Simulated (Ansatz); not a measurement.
**Rh: a slab and its surfaces, (10-10), 8 layers**

Aim: cut a slab of Rh (10-10), 8 layers from the relaxed bulk, relax it, and get surface energy and work function. The runs shown use PAW. Its runs: bulk cell relaxed (PAW); bulk in the slab's orientation (PAW); the reference run (PAW); atoms relaxed (PAW); core holes in 3d of Rh (PAW).

Program: Ansatz 0.2.0. Level of theory: DFT, PBE, PAW with Ansatz's default frozen-core files, scalar-relativistic. These are calculated values, not measurements.

## Step 1: Starting point

It takes space group P6_3/mmc (No. 194, hexagonal). The conventional cell has a = 2.716 Å, b = 2.716 Å, c = 4.399 Å, α = 90.00°, β = 90.00°, γ = 120.00°. Rh (site symmetry -6m2) is surrounded by 12 Rh at 2.70 to 2.72 Å.

As a file:

```cif
data_structure
_symmetry_space_group_name_H-M 'P 1'
_symmetry_Int_Tables_number 1
_cell_length_a 2.7157
_cell_length_b 2.7157
_cell_length_c 4.3995
_cell_angle_alpha 90.000
_cell_angle_beta 90.000
_cell_angle_gamma 120.000
_cell_volume 28.10
loop_
_atom_site_label
_atom_site_type_symbol
_atom_site_fract_x
_atom_site_fract_y
_atom_site_fract_z
_atom_site_occupancy
Rh1 Rh 0.33333 0.66667 0.25000 1
Rh2 Rh 0.66667 0.33333 0.75000 1
```

Atoms are numbered in the order of the input: Rh1, Rh2.

## Step 2: Bulk cell relaxed, PAW

input.yaml reads:

```yaml
crystal:
  lattice:
    - [2.7157318845, 0.0, 0.0]
    - [-1.3578659422, 2.3518928018, 0.0]
    - [0.0, 0.0, 4.3994856529]
  atoms:
    - { symbol: Rh, position: [0.3333333333, 0.6666666667, 0.25] }
    - { symbol: Rh, position: [0.6666666667, 0.3333333333, 0.75] }
kpoints:
  mp_grid: { grid: [18, 18, 10] }
scf:
  occupations: { method: fermi_dirac, width: 0.1 }
hamiltonian:
  xc: pbe
  pseudopotentials: { kind: paw }
output:
  forces: true
  stress: true
relax:
  f_tol: 0.005
  max_steps: 40
  cell: {}
```

Run with:

```bash
> ansatz run input.yaml --threads 3 --pin off --max-ram 8192MiB --backend cpu --events-out ev --progress --plain --runs-dir out
```

Further steps of the session: Bulk in the slab's orientation, PAW; Slab as cut, PAW; Atoms relaxed, PAW; Core holes in 3d of Rh, PAW.

**Question.** What will these runs give? Wanted: surface energy; work function; outer layer spacing; core-level shifts among the layers.

**Answer**, as computed:

| quantity | value |
| --- | --- |
| surface energy (PAW, relaxed) | 2.06 J/m² |
| work function (PAW, relaxed) | 5.10 eV |
| outer layer spacing (PAW) | 0.79 → 0.63 Å |
| core-level shifts among the layers (PAW holes) | Rh1 +0.00, Rh2 +0.25, Rh3 +0.59, Rh4 +0.57 eV |

By PAW the surface costs 2.14 J/m² as cut and 2.06 J/m² relaxed. The outermost spacing changes by -20.2 % (PAW). Thickness wasn't converged, and no reconstruction was sought.
